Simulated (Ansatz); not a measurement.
# LuH2: the cost of one run

Computed with Ansatz 0.2.0 (DFT r²SCAN, scalar-relativistic, plane waves, PAW, unless a step's input says otherwise).

### Step 1. The structure to begin with

The structure is cubic, space group Fm-3m (No. 225). The conventional cell has a = 4.993 Å, b = 4.993 Å, c = 4.993 Å, α = 90.00°, β = 90.00°, γ = 90.00°. Around Lu (site symmetry m-3m) lie 8 H at 2.16 Å. H (site symmetry -43m) has 4 Lu at 2.16 Å as nearest neighbours.

Structure file:

```cif
data_structure
_symmetry_space_group_name_H-M 'Fm-3m'
_symmetry_Int_Tables_number 225
_cell_length_a 4.9928
_cell_length_b 4.9928
_cell_length_c 4.9928
_cell_angle_alpha 90.000
_cell_angle_beta 90.000
_cell_angle_gamma 90.000
_cell_volume 124.46
loop_
_atom_site_label
_atom_site_type_symbol
_atom_site_symmetry_multiplicity
_atom_site_Wyckoff_symbol
_atom_site_fract_x
_atom_site_fract_y
_atom_site_fract_z
_atom_site_occupancy
Lu1 Lu 4 a 0.00000 0.00000 0.00000 1
H1 H 8 c 0.25000 0.75000 0.75000 1
```

This cell comes from an earlier session at r²SCAN: 10.372 Å³/atom at 0.00 GPa, on a 14×14×14 mesh.

Volume factors to run: 0.980, 1.020, 0.960, 1.040.

### Step 2. At 0.980 of the relaxed volume

File input.yaml:

```yaml
crystal:
  lattice:
    - [0.0, 2.4796698204, 2.4796698204]
    - [2.4796698204, 0.0, 2.4796698204]
    - [2.4796698204, 2.4796698204, 0.0]
  atoms:
    - { symbol: Lu, position: [0.0, 0.0, 0.0] }
    - { symbol: H, position: [0.25, 0.25, 0.25] }
    - { symbol: H, position: [0.75, 0.75, 0.75] }
basis:
  ecutwfc: 500
  ecutrho_ratio: 4
kpoints:
  mp_grid: { grid: [14, 14, 14] }
hamiltonian:
  xc: r2scan
scf:
  occupations: { method: gaussian, width: 0.05 }
output:
  forces: true
  stress: true
  eigenvalues: true
```

The run is started by

```
$ ansatz run input.yaml --threads 1 --pin off --max-ram 2560MiB --backend cpu --events-out ev --progress --plain --runs-dir out
```

**Question.** How long does this run take on 1 thread of Intel Xeon Platinum 8375C at 2.90GHz (Ice Lake), shared host, and how much memory does it need?

About 6.5 s, with a peak of 0.48 GiB.
